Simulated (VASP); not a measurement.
Write the native input for VASP 6.6.1 that does the following.

```
Task                   : single point
Functional             : PBE
Potentials or basis    : VASP PAW PBE potentials, release 64 (Co, O)
Cutoff                 : 520 eV
k mesh                 : 10 × 10 × 10
Occupations            : gaussian, width 0.05 eV
Spin                   : collinear spin, twin_end start
Starting moments       : [2.8, -2.8, -0.0, -0.0] μB
Hubbard terms          : Co d U = 3.3 eV
Dipole correction      : no
Further INCAR settings : ALGO = Normal; EDIFF = 1e-07; NBANDS = 27
```

The structure of CoO lies in POSCAR:

```
CoO
1.0
   -2.1297675892     -2.1297675892      4.2898748947
   -4.2898748947     -2.1297675892      2.1297675892
   -2.1297675892     -4.2898748947      2.1297675892
Co O
2 2
Direct
    0.0000000000      0.0000000000      0.0000000000
    0.5000000000      0.5000000000      0.5000000000
    1.2499999988     -0.7500000012     -0.7500000012
    1.7500000012     -0.2499999988     -0.2499999988
```

The input as run:

INCAR

```
  PREC = Accurate
  ENCUT = 520
  EDIFF = 1E-7
  ISMEAR = 0
  SIGMA = 0.05
  LREAL = False
  LASPH = True
  NELM = 150
  ALGO = Normal
  ISIF = 2
  LWAVE = False
  LCHARG = True
  ISPIN = 2
  MAGMOM = 2.8 -2.8 0 0
  LORBIT = 11
  LMAXMIX = 4
  LDAU = True
  LDAUTYPE = 2
  LDAUL = 2 -1
  LDAUU = 3.3 0
  LDAUJ = 0 0
  LDAUPRINT = 1
  GGA = PE
  LELF = True
  LVHAR = True
  NBANDS = 27
```

KPOINTS

```
Automatic mesh
0
Gamma
  10 10 10
```

Potentials or basis: VASP PAW PBE potentials, release 64 (Co, O).

The run is started by

```sh
$ cat potpaw_PBE.64/Co/POTCAR potpaw_PBE.64/O/POTCAR > POTCAR
$ mpirun -np 1 vasp_std > vasp.out
```

It gave:

The pressure is -6.5 GPa, the band gap on the k mesh is none (metal or under the smearing width) and the net moment is 0.00 μB per cell. The site moments are Co +2.66, -2.66; O +0.00 μB and the valence electrons inside the program's atomic spheres are Co 7.75; O 4.98.

It took 7.9 min on 1 thread of AMD EPYC 9R45 96-Core Processor (Zen 5) (shared host), peak memory 0.38 GiB.
